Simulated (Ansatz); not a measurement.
Rb: enthalpy against pressure

Rb, P6_3/mmc, a = 4.956 Å, c = 8.076 Å. This isn't the element's structure at ambient conditions. Ansatz: PBE+D3(BJ), PAW, 420 eV, Γ-centred 12×12×6 mesh on 2 atoms, Gaussian smearing 0.10 eV; no spin polarisation. Cell and atoms are relaxed at each pressure, and no other structure is tried, so the rows at high pressure may lie past a change of phase. y is the enthalpy over the state at zero pressure; there V0 = 85.903 Å³/atom. The pressures are the targets, met within 0.06 GPa.

| P (GPa) | y (eV/atom) |
| --- | --- |
| 0.0 | 0.0000 |
| 2.0 | 0.8804 |
| 5.0 | 1.8827 |
| 10.0 | ? |
| 20.0 | 5.1263 |
| 40.0 | 7.7777 |

Problem. Fit y = c1 P + c2 P² + c3 P³ to the other rows, say what c1 and c2 mean, and predict the missing value.

Solution. Least squares on the rows shown. y = 0.43873 P − 0.012144 P² + 0.00015092 P³. Since dH/dP = V, c1 is V0: 0.43873 eV/GPa × 160.2 = 70.285 Å³ against 85.903; c2 = −V0/(2B0) gives B0 = 18 GPa, where a Birch–Murnaghan fit to the volumes of the same runs (not shown) gives 3.3 GPa. The volume falls by 78 % over the range, most steeply at the start, which a cubic can't follow: here c1 isn't V0 and c2 doesn't give B0. Above P = −c2/(3 c3) = 27 GPa the cubic's slope, the volume, would rise with pressure, so the form fails there. At P = 10.0 the fit asked for gives 3.3238 eV/atom. The run gave 3.1873 eV/atom, so the fit is 0.1365 eV/atom too high, 1.8 % of the span of the series, against an rms of 0.0284 eV/atom on the fitted rows. With a term in P⁴ added, a fit to the same known rows (none to spare) predicts 3.0603 eV/atom, which misses by about as much or more on the other side: the known rows don't fix the higher terms. Also, this row ran on the mesh 12×12×8, its neighbour on 12×12×6, which can shift it a little.

The mesh isn't the same in all rows (12×12×6, 12×12×8, 15×15×8).